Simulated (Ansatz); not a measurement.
Crystal: SiC (Moissanite 3C).

```xyz
2
Lattice="0.0000 2.1790 2.1790 2.1790 0.0000 2.1790 2.1790 2.1790 0.0000" Properties=species:S:1:pos:R:3 pbc="T T T"
Si    0.0000    0.0000    0.0000
C     3.2685    3.2685    3.2685
```

Below is the output of Ansatz 0.2.0 for this cell. Logs are shortened: lines on timing, memory, paths and dates and some standing lists are left out, and cuts for length are marked.

```text
Warning: output.stress: scf.convergence.dr2_threshold = 1e-7 eV (the SCF's general default) is looser than the 2e-10 eV advised for a printed stress (1e-10 eV for each atom of the cell: 2). What an SCF threshold leaves in a stress goes as its square root, and in the free energy as the threshold itself, and one threshold admits the most on a small cell: of the crystals measured, under no hybrid functional and no lock of the moments, on runs that ended without the residual-converged pass, on stresses that held no estimate of that error, the worst erred by over 100 MPa in a component at 1e-7 eV an atom and by under 5 at 1e-10. Set scf.convergence.dr2_threshold to 2e-10 eV or tighter. The threshold is an SCF's pass mark: one that does not reach it within its budget of iterations ends unconverged, or closes short of it on a stop that the run arms, and scf.convergence.dr2_threshold's page says what that costs each kind of run
Warning: output.stress: scf.exx.energy_threshold = 1e-6 eV is looser than the 2e-8 eV advised for a stress under a hybrid functional (1e-8 eV for each atom of the cell: 2). Every SCF of the exchange loop can meet its threshold on dr2 while the loop round them stops early: no threshold on dr2 bounds what that leaves in the stress. Set scf.exx.energy_threshold to 2e-8 eV or tighter. The threshold is the loop's pass mark: a loop that does not reach it within its budget of cycles ends unconverged, and scf.exx.energy_threshold's page has the law
Warning: RAYON_NUM_THREADS=1 ignored (pool sized by the plan → 1); use --threads N
Engine: ansatz 0.2.0, aarch64-unknown-linux-gnu
Pseudopotentials: kind: paw
Pseudopotential: Si, paw, valence charge 4, recommended cutoff 420 eV (normal), Si.paw.azcp
Pseudopotential: C, paw, valence charge 4, recommended cutoff 420 eV (normal), C.paw.azcp
Functional definition: unnamed
  parameter a_1 = 0.25
  parameter omega_1 = 0.3/angstrom
  exchange = pbe_x + (-a_1)*pbe_x_sr(omega_1) + a_1*exact_x_sr(omega_1)
  correlation = pbe_c
Crystal: 2 atoms, lattice volume = 20.692 Å³
Basis set: ecut = 420 eV, 411 PW (Γ), exchange–correlation on 72×72×72 points (27 copies of the dense FFT grid, shifted against one another)
Bands: 8, of which v1, the nominal top of the filled ones, is band 4 counted from 1 (3 counted from 0)
Symmetry: 24 space group operations
Space group: F-43m (ITA 216), of the structure as read, at distance tolerance 2.7e-5 Å
k-points: 20 of 343 (time reversal used)
Non-local potential: Si, projectors of the file, l = 0: 2, l = 1: 2, l = 2: 2
Non-local potential: C, projectors of the file, l = 0: 2, l = 1: 2, l = 2: 1
PAW form: soft (Blöchl's): semilocal exchange-correlation on the pseudo side does not see the compensation charge
PAW frozen core: Si, regenerated for the run's functional, and the local potential with it (the file was generated under x = pbe(κ = 0.804, μ = 0.2195149727645171), c = pbe(β = 0.06672455060314922))
PAW frozen core: C, regenerated for the run's functional, and the local potential with it (the file was generated under x = pbe(κ = 0.804, μ = 0.2195149727645171), c = pbe(β = 0.06672455060314922))
PAW one-centre angular grid: Si, 110 points (default); XC on 64 Gauss nodes
PAW one-centre angular grid: C, 110 points (default); XC on 64 Gauss nodes
Initial density: superposition of atomic densities (neutral atoms: chi_scale 0, normalization atom), corrected by the library's trained network
Initial wavefunctions: pseudopotential atomic-orbital guess
Functional: x = pbe(κ = 0.804, μ = 0.2195149727645171), c = pbe(β = 0.06672455060314922), warm-up for x = pbe(κ = 0.804, μ = 0.2195149727645171) + 0.25 (exact − pbe) at short range (hse, ω = 0.3 Å⁻¹), c = pbe(β = 0.06672455060314922)
[... 31 lines left out ...]
Frozen-core exchange: fock
Harris-Foulkes:  -887.738364 eV  (|F-HF|=1.79e-10)
Internal energy: -887.738364 eV  (E = F + TS)
E sigma→0 (E₀):  -887.738364 eV
Fermi energy:    10.137955 eV
--- Per-component energies (eV) ---
  E_band       = 20.487661
  E_kinetic    = 135.698934
  E_local      = -103.348616  (includes V_loc(G=0)·N_el)
  E_nonlocal   = 50.624556
  E_hartree    = 32.143673
  E_xc         = -87.282584
  E_vxc        = -89.688369  (∫ρ·V_xc dr)
  E_exx        = -13.856799  (= α·E_x^exact, valence–valence)
  E_paw        = -616.858195  (= ΣΔE_a)
  E_vpaw       = -9.371940  (= ΣTr[D̂ρ^β])
  E_aug_tail   = 0.000011  (compensation charges beyond the density's cutoff)
  E_ewald      = -284.783780
  E_core_change = -0.075562  (= ΣΔE_core)
  E_smearing   = -0.000000  (= −TS)
  E_closure    = -0.000001  (closes the sum)
  Σ components = -887.738364   (vs F -887.738364, Δ=-1.14e-13)
--- Forces (eV/Å), atoms counted from 1 ---
  atom   1  Si    -0.00000000     0.00000000    -0.00000000
  atom   2  C      0.00000000    -0.00000000     0.00000000
  max |Σ_I F_I| component: 1.48e-16 eV/Å
--- Stress (GPa, compression-positive) ---
       -1.092432      -0.000000      -0.000000
       -0.000000      -1.092432       0.000000
       -0.000000       0.000000      -1.092432
  P = ⅓ Tr σ = -1.0924 GPa (-10.924 kbar)
--- PAW observables at the nuclei: V_zz in 10²¹ V/m², potentials from the cell's mean, atoms counted from 1 ---
  atom   1  Si V_zz =    -0.000000   η = 0.0000   by run symmetry: forbidden
            electrostatic potential = -1361.744042 V   contact ρ = none
  atom   2  C  V_zz =    +0.000000   η = 0.0000   by run symmetry: forbidden
            electrostatic potential = -418.387385 V   contact ρ = none
--- Band table (eV; the first three rows and the last of 20) ---
  k-point 0: bands = ["-7.8915", "8.9957", "8.9957", "8.9957", "16.2758", "17.3549", "17.3549", "17.3549"]
  k-point 1: bands = ["-7.4607", "7.0043", "8.7226", "8.7226", "16.4444", "17.8174", "17.8174", "18.1858"]
  k-point 2: bands = ["-6.2162", "3.4437", "8.2199", "8.2199", "15.8247", "17.8894", "17.8894", "19.9246"]
  k-point 19: bands = ["-2.4791", "1.3399", "3.1290", "5.1427", "14.5355", "18.6893", "20.4647", "21.1224"]
```

Task: What input gives this log?

Result: Electric field gradients with HSE03, no spin polarisation. The files as run (others can give the same):

input.yaml
```yaml
crystal:
  lattice:
    - [0.0, 2.179, 2.179]
    - [2.179, 0.0, 2.179]
    - [2.179, 2.179, 0.0]
  atoms:
    - { symbol: Si, position: [0.0, 0.0, 0.0] }
    - { symbol: C, position: [0.75, 0.75, 0.75] }
hamiltonian:
  xc: { exchange: pbe, correlation: pbe, exx: { coeff: 0.25, omega: 0.3 } }
  pseudopotentials: { kind: paw }
kpoints:
  mp_grid: { grid: [7, 7, 7] }
scf:
  occupations: { method: gaussian, width: 0.025 }
output:
  forces: true
  stress: true
  eigenvalues: true
  efg: {}
basis:
  xc_grid: 3
```

Potentials or basis: Ansatz PAW.
Launch:
```console
$ ansatz run input.yaml --threads 1 --pin off --max-ram 2560MiB --backend cpu --events-out ev --progress --plain --runs-dir out
```

Caveat: odd divisions of the mesh miss points on the zone boundary, where band edges often lie, so the gap on the mesh can be too wide; the PAW data sets come from PBE, with cores solved anew for the run's functional, which leaves a small shift of forces and pressure; the thresholds are loose for stress.
